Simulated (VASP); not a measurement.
# Hf (Im-3m) in VASP: notebook, part 2 of 2

VASP 6.6.1. Earlier steps stand in the parts before.

### Step 4. Relaxation of cell and atoms, PBEsol, target pressure 12 GPa, at which the enthalpy is minimised

This run uses another cell than the first one, of 19.05 Å³/atom, 1.293 times its volume.

INCAR reads:

```
SYSTEM = Hf
ALGO = Normal
EDIFF = 1E-7
EDIFFG = -0.002
ENCUT = 520
GGA = PS
IBRION = 2
ISIF = 3
ISMEAR = 0
LASPH = .True.
LCHARG = .False.
LREAL = .False.
LWAVE = .False.
NELM = 60
NSW = 80
PREC = Accurate
PSTRESS = 120.0
SIGMA = 0.1
```

KPOINTS reads:

```
k-points
0
Gamma
  6 6 6
  0 0 0
```

POSCAR reads:

```
Hf                                      
1.0
   -1.6825595295      1.6825595295      1.6825595295
    1.6825595295     -1.6825595295      1.6825595295
    1.6825595295      1.6825595295     -1.6825595295
  Hf            
     1
Direct
     0.0000000000000000    0.0000000000000000    0.0000000000000000
```

Potentials or basis: VASP PAW PBE potentials, release 64 (Hf_pv).

Launch:

```
> cat potpaw_PBE.64/Hf_pv/POTCAR > POTCAR
> mpirun -np 1 vasp_std > vasp.out
```

OUTCAR:

```text
SYSTEM = Hf
   EDIFF = 1E-7
   EDIFFG = -0.002
   ENCUT = 520
   GGA = PS
   IBRION = 2
   ISIF = 3
   ISMEAR = 0
   LASPH = .True.
   LREAL = .False.
   NELM = 60
   NSW = 80
   PREC = Accurate
   PSTRESS = 120.0

 ion  position               nearest neighbor table
   1  0.000  0.000  0.000-

  LATTYP: Found a body centered cubic cell.
 ALAT       =     3.3651190590

  Lattice vectors:

 A1 = (  -1.6825595295,   1.6825595295,   1.6825595295)
 A2 = (   1.6825595295,  -1.6825595295,   1.6825595295)
 A3 = (   1.6825595295,   1.6825595295,  -1.6825595295)

Analysis of symmetry for initial positions (statically):
=====================================================================
 Subroutine PRICEL returns:
 Original cell was already a primitive cell.

 Routine SETGRP: Setting up the symmetry group for a
 body centered cubic supercell.

 Subroutine GETGRP returns: Found 48 space group operations
 (whereof 48 operations were pure point group operations)
 out of a pool of 48 trial point group operations.

The static configuration has the point symmetry O_h .
[... 160 lines left out ...]
 Fermi energy:         5.6367700497

 k-point     1 :       0.0000    0.0000    0.0000
  band No.  band energies     occupation
      1     -23.6058      2.00000
      2     -23.6058      2.00000
      3     -23.6058      2.00000
      4      -1.9856      2.00000
      5       7.1583      0.00000
      6       7.1583      0.00000
      7       7.1583      0.00000
      8      10.4469      0.00000
      9      10.4469      0.00000
[... 169 lines left out ...]
 k-point    16 :       0.5000    0.5000    0.5000
  band No.  band energies     occupation
      1     -24.5543      2.00000
      2     -24.5543      2.00000
      3     -24.5543      2.00000
      4       2.2063      2.00000
      5       2.2063      2.00000
      6      13.6187      0.00000
      7      13.6187      0.00000
      8      13.6187      0.00000
      9      14.2004      0.00000

------------------------ aborting loop because EDIFF is reached ----------------------------------------

  FORCE on cell =-STRESS in cart. coord.  units (eV):
  Direction    XX          YY          ZZ          XY          YZ          ZX
  --------------------------------------------------------------------------------------
  -------------------------------------------------------------------------------------
  Total        1.4282265      1.4282265      1.4282265     -0.0000000      0.0000000     -0.0000000
  in kB      120.0981606    120.0981606    120.0981606     -0.0000000      0.0000000     -0.0000000
  external PRESSURE =       0.0981606 kB  Pullay stress =     120.0000000 kB

 VOLUME and BASIS-vectors are now :
 -----------------------------------------------------------------------------
  energy-cutoff  :      520.00
  volume of cell :       19.05
      direct lattice vectors                 reciprocal lattice vectors
    -1.682559529  1.682559529  1.682559529     0.000000000  0.297166306  0.297166306
     1.682559529 -1.682559529  1.682559529     0.297166306  0.000000000  0.297166306
     1.682559529  1.682559529 -1.682559529     0.297166306  0.297166306  0.000000000

 POSITION                                       TOTAL-FORCE (eV/Angst)
 -----------------------------------------------------------------------------------
      0.00000      0.00000      0.00000        -0.000000     -0.000000      0.000000
 -----------------------------------------------------------------------------------
    total drift:                               -0.000000     -0.000000      0.000000

  FREE ENERGIE OF THE ION-ELECTRON SYSTEM (eV)
  ---------------------------------------------------
  free  energy   TOTEN  =       -10.2460512731 eV

  energy  without entropy=      -10.2422281160  energy(sigma->0) =      -10.24413969

  enthalpy is  TOTEN    =        -8.8189921349 eV   P V=        1.4270591382

 reached required accuracy - stopping structural energy minimisation
```

Run time: 5.4 s. Hardware: 1 thread of AMD EPYC 7R13 (Zen 3), shared host; peak memory 0.1 GiB.

What came out:

| Quantity | Value |
| --- | --- |
| Free energy | -10.2461 eV |
| Pressure after relaxing | 12.0 GPa |
| Band gap on the k mesh | none (metal or under the smearing width) |

Final structure:
```xyz
1
Lattice="-1.6826 1.6826 1.6826 1.6826 -1.6826 1.6826 1.6826 1.6826 -1.6826" Properties=species:S:1:pos:R:3 pbc="T T T"
Hf    0.0000    0.0000    0.0000
```

Levels at points of the mesh, in eV from the Fermi level:
| k point | band 1 | band 2 | band 3 | band 4 | band 5 | band 6 | band 7 | band 8 | band 9 |
| --- | --- | --- | --- | --- | --- | --- | --- | --- | --- |
| (0.00, 0.00, 0.00) | -29.24 | -29.24 | -29.24 | -7.62 | 1.52 | 1.52 | 1.52 | 4.81 | 4.81 |
| (0.50, 0.00, 0.00) | -30.63 | -29.68 | -29.26 | -4.01 | -0.93 | 1.76 | 4.74 | 5.92 | 9.06 |
| (0.50, 0.50, 0.50) | -30.19 | -30.19 | -30.19 | -3.43 | -3.43 | 7.98 | 7.98 | 7.98 | 8.56 |

Caveat: the k mesh is coarse (spacing up to 0.44 Å⁻¹), so the values aren't converged; the relaxation stopped at its first step, so nothing moved; the cell is relaxed towards a set pressure, so the enthalpy falls and the energy may rise; the PAW data sets were made with another functional, which shifts forces and pressure a little.

### Step 5. Relaxation of cell and atoms, PBEsol, target pressure 0.0001 GPa, at which the enthalpy is minimised

This run uses another cell than the first one, of 19.05 Å³/atom, 1.293 times its volume.

INCAR, as its differences from that of step 4:

```diff
@@ -16,3 +16,3 @@
 PREC = Accurate
-PSTRESS = 120.0
+PSTRESS = 0.001
 SIGMA = 0.1
```

KPOINTS is that of step 4.

POSCAR is that of step 4.

Potentials or basis: VASP PAW PBE potentials, release 64 (Hf_pv).

Launch:

```
> cat potpaw_PBE.64/Hf_pv/POTCAR > POTCAR
> mpirun -np 1 vasp_std > vasp.out
```

OUTCAR:

```text
SYSTEM = Hf
   EDIFF = 1E-7
   EDIFFG = -0.002
   ENCUT = 520
   GGA = PS
   IBRION = 2
   ISIF = 3
   ISMEAR = 0
   LASPH = .True.
   LREAL = .False.
   NELM = 60
   NSW = 80
   PREC = Accurate
   PSTRESS = 0.001

 ion  position               nearest neighbor table
   1  0.000  0.000  0.000-

  LATTYP: Found a body centered cubic cell.
 ALAT       =     3.3651190590

  Lattice vectors:

 A1 = (  -1.6825595295,   1.6825595295,   1.6825595295)
 A2 = (   1.6825595295,  -1.6825595295,   1.6825595295)
 A3 = (   1.6825595295,   1.6825595295,  -1.6825595295)

Analysis of symmetry for initial positions (statically):
[... 177 lines left out ...]
  external PRESSURE =     120.0971606 kB  Pullay stress =       0.0010000 kB
[... 94 lines left out ...]
  energy  without entropy=      -10.3061454883  energy(sigma->0) =      -10.31042246

  enthalpy is  TOTEN    =       -10.3146862572 eV   P V=        0.0000131665

[... ionic steps 4 to 14 ...]

--------------------------------------- Ionic step       15  -------------------------------------------

 number of electron       9.9999998 magnetization

------------------------ aborting loop because EDIFF is reached ----------------------------------------
[... 69 lines left out ...]
--------------------------------------- Ionic step       17  -------------------------------------------

 number of electron       9.9999998 magnetization

 Free energy of the ion-electron system (eV)
  ---------------------------------------------------
  ext. energy  EPLUGINS =         0.00000000
  ---------------------------------------------------
  free energy    TOTEN  =       -10.31470474 eV

  energy without entropy =      -10.30618337  energy(sigma->0) =      -10.31044406

 E-fermi :   4.8810     XC(G=0): -11.6649

 val. band max:        4.8388427257   @ k =   0.1667   0.1667   0.0000
 cond. band min:       5.0508606182   @ k =   0.3333   0.1667   0.0000
 fundamental gap:      0.2120178925
 Fermi energy:         4.8809751546

 k-point     1 :       0.0000    0.0000    0.0000
  band No.  band energies     occupation
      1     -24.7243      2.00000
      2     -24.7243      2.00000
      3     -24.7243      2.00000
      4      -2.4115      2.00000
      5       6.3755      0.00000
      6       6.3755      0.00000
      7       6.3755      0.00000
      8       9.3483      0.00000
      9       9.3483      0.00000
[... 210 lines left out ...]
  energy  without entropy=      -10.3061833734  energy(sigma->0) =      -10.31044406

  enthalpy is  TOTEN    =       -10.3146915833 eV   P V=        0.0000131549

 reached required accuracy - stopping structural energy minimisation
```

OSZICAR:

```text
N       E                     dE             d eps       ncg     rms          rms(c)
DAV:   1     0.895111059917E+01    0.89511E+01   -0.62658E+03   288   0.107E+03
DAV:   2    -0.100928905546E+02   -0.19044E+02   -0.18623E+02   420   0.141E+02
DAV:   3    -0.105264335301E+02   -0.43354E+00   -0.43151E+00   338   0.142E+01
DAV:   4    -0.105293875644E+02   -0.29540E-02   -0.29534E-02   345   0.118E+00
[... 91 lines left out ...]
       N       E                     dE             d eps       ncg     rms          rms(c)
DAV:   1    -0.103147168751E+02   -0.13766E-04   -0.31034E-04   288   0.164E-01    0.290E-02
DAV:   2    -0.103147075924E+02    0.92827E-05   -0.12611E-05   288   0.340E-02    0.112E-02
DAV:   3    -0.103147048262E+02    0.27662E-05   -0.86875E-06   299   0.249E-02    0.476E-03
DAV:   4    -0.103147047382E+02    0.87976E-07   -0.73470E-08   204   0.289E-03
  17 F= -.10314692E+02 E0= -.10310431E+02  d E =-.675957E-05
```

CONTCAR:

```text
Hf
   1.00000000000000
    -1.7401202858590630    1.7401202858590630    1.7401202858590630
     1.7401202858590630   -1.7401202858590630    1.7401202858590630
     1.7401202858590630    1.7401202858590630   -1.7401202858590630
  Hf
     1
Direct
     0.0000000000000000    0.0000000000000000    0.0000000000000000

  0.00000000E+00  0.00000000E+00  0.00000000E+00
```

It took 28 s on 1 thread of AMD EPYC 7R13 (Zen 3), shared host; peak memory 0.12 GiB.

What came out:

```
Free energy                                            : -10.3147 eV
Relaxed volume                                         : 21.08 Å³/atom
Relaxed cell                                           : a = 3.014 Å, b = 3.014 Å, c = 3.014 Å, α = 109.47°, β = 109.47°, γ = 109.47°
Space group after relaxing (to 0.05 Å)                 : Im-3m (No. 229)
Energy change on relaxing (the enthalpy is what falls) : -68.7 meV/atom
Ionic steps                                            : 17
Pressure after relaxing                                : 0.0 GPa
Band gap on the k mesh                                 : none (metal or under the smearing width)
```

The path:
```csv
step,energy change (eV),largest force (eV/Å),pressure (GPa),volume (Å³)
1,0.0000,0.0000,12.01,19.05
2,-0.0084,0.0000,-8.23,23.27
3,-0.0686,0.0000,-0.08,21.10
4,-0.0686,0.0000,0.11,21.05
5,-0.0686,0.0000,0.11,21.05
6,-0.0686,0.0000,0.10,21.05
7,-0.0686,0.0000,0.10,21.05
8,-0.0686,0.0000,0.10,21.05
9,-0.0686,0.0000,0.10,21.05
10,-0.0686,0.0000,0.10,21.05
11,-0.0686,0.0000,0.10,21.05
12,-0.0686,0.0000,0.11,21.06
13,-0.0686,0.0000,0.11,21.06
14,-0.0686,0.0000,0.09,21.06
15,-0.0686,0.0000,0.08,21.06
16,-0.0687,0.0000,0.05,21.07
17,-0.0687,0.0000,0.00,21.08
```

Final structure:
```
Hf
1.0
    -1.74012    1.74012    1.74012
     1.74012   -1.74012    1.74012
     1.74012    1.74012   -1.74012
Hf
1
Direct
  0.00000 0.00000 0.00000
```

Caveat: the k mesh is coarse (spacing up to 0.44 Å⁻¹), so the values aren't converged; the cell is relaxed towards a set pressure, so the enthalpy falls and the energy may rise; the PAW data sets were made with another functional, which shifts forces and pressure a little. Zero-point motion and thermal expansion aren't in these numbers.

### Step 6. Relaxation of cell and atoms, PBEsol, target pressure 0.0001 GPa, at which the enthalpy is minimised

This run uses another cell than the first one, of 21.08 Å³/atom, 1.430 times its volume.

INCAR is that of step 5.

KPOINTS is that of step 5.

POSCAR reads:

```
Hf                                      
1.0
   -1.7401202859      1.7401202859      1.7401202859
    1.7401202859     -1.7401202859      1.7401202859
    1.7401202859      1.7401202859     -1.7401202859
  Hf            
     1
Direct
     0.0000000000000000    0.0000000000000000    0.0000000000000000
```

Potentials or basis: VASP PAW PBE potentials, release 64 (Hf_pv).

Launch:

```
> cat potpaw_PBE.64/Hf_pv/POTCAR > POTCAR
> mpirun -np 1 vasp_std > vasp.out
```

Wall time 5.7 s (1 thread of AMD EPYC 7R13 (Zen 3), shared host); peak memory 0.1 GiB.

The run converged. Its results:

```
Free energy             : -10.3152 eV
Pressure after relaxing : 0.0 GPa
Band gap on the k mesh  : none (metal or under the smearing width)
```

Final structure:
```xyz
1
Lattice="-1.7401 1.7401 1.7401 1.7401 -1.7401 1.7401 1.7401 1.7401 -1.7401" Properties=species:S:1:pos:R:3 pbc="T T T"
Hf    0.0000    0.0000    0.0000
```

Levels at points of the mesh, in eV from the Fermi level:
| k point | band 2 | band 3 | band 4 | band 5 | band 6 | band 7 | band 8 | band 9 |
| --- | --- | --- | --- | --- | --- | --- | --- | --- |
| (0.00, 0.00, 0.00) | -29.61 | -29.61 | -7.29 | 1.49 | 1.49 | 1.49 | 4.47 | 4.47 |
| (0.50, 0.00, 0.00) | -29.93 | -29.61 | -3.63 | -0.67 | 1.28 | 4.32 | 5.39 | 8.10 |
| (0.50, 0.50, 0.50) | -30.30 | -30.30 | -2.89 | -2.89 | 7.19 | 7.19 | 7.19 | 7.66 |

Caveat: the k mesh is coarse (spacing up to 0.43 Å⁻¹), so the values aren't converged; the relaxation stopped at its first step, so nothing moved; the cell is relaxed towards a set pressure, so the enthalpy falls and the energy may rise; the PAW data sets were made with another functional, which shifts forces and pressure a little.

### Step 7. Overview

```tsv
cell	target pressure	gap on the mesh (eV)	pressure (GPa)
relaxed to 75 GPa	75 GPa	none	75.0
relaxed to 12 GPa	12 GPa	none	12.0
relaxed to 0.0001 GPa	0.0001 GPa	none	0.0
```

Alike in all rows: task relaxation of cell and atoms; level PBEsol; potentials or basis VASP PAW PBE potentials, release 64 (Hf_pv); no spin polarisation; k mesh 6 × 6 × 6; cutoff (eV) 520; smearing gaussian 0.1 eV; the mesh is coarse, so values aren't converged.

Caveats: all runs use coarse meshes; the relaxation stopped at its first step, so nothing moved; the cell is relaxed towards a set pressure, so the enthalpy falls and the energy may rise; the PAW data sets were made with another functional, which shifts forces and pressure a little.

Absolute energies hang on the potentials; compare differences alone.
